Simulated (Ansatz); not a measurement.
WS2, DFT, PBE, PAW with Ansatz's default frozen-core files, scalar-relativistic (Ansatz 0.2.0), run on 1 thread of Intel(R) Xeon(R) Platinum 8488C (Sapphire Rapids) on a shared host.

The cell is COD entry 9012192, as deposited and not checked against the literature; nothing was relaxed. The listed cell was then made from it by scaling, straining or moving an atom.

Command: `ansatz run input.yaml --threads 1 --pin off --max-ram 4096MiB --backend cpu --events-out ev --progress --plain --runs-dir out`

```yaml
crystal:
  lattice:
    - [1.5947903881, 0.9207526599, 6.16333]
    - [-1.5947903881, 0.9207526599, 6.16333]
    - [0.0, -1.8415053197, 6.16333]
  atoms:
    - { symbol: W, position: [0.0, 0.0, 0.0] }
    - { symbol: S, position: [0.7503, 0.7503, 0.7503] }
    - { symbol: S, position: [0.581, 0.581, 0.581] }
kpoints:
  mp_grid: { grid: [13, 13, 13] }
scf:
  occupations: { method: fermi_dirac, width: 0.08 }
hamiltonian:
  xc: pbe
  pseudopotentials: { kind: paw }
output:
  forces: true
  stress: true
  eigenvalues: true
  efg: { contact_densities: true }
  write_density: true
  write_potential: true
  elf: true
  volumetric_format: npy
```

(1) How large is the problem that the program sets up?

(2) About how long does it take, and how much memory does it use?

(3) And the same cell and mesh by all-electron PAW (datasets made for this crystal), asked for forces, stress, eigenvalues, efg, on the same hardware?

Answers

(1) 231 irreducible k-points, 1071 plane waves at Γ, 17 bands.

(2) 25 s of wall time for 8 SCF iterations, with a peak of 0.61 GiB. Times on shared machines scatter by tens of per cent.

(3) 110 s, peak memory 2.2 GiB.
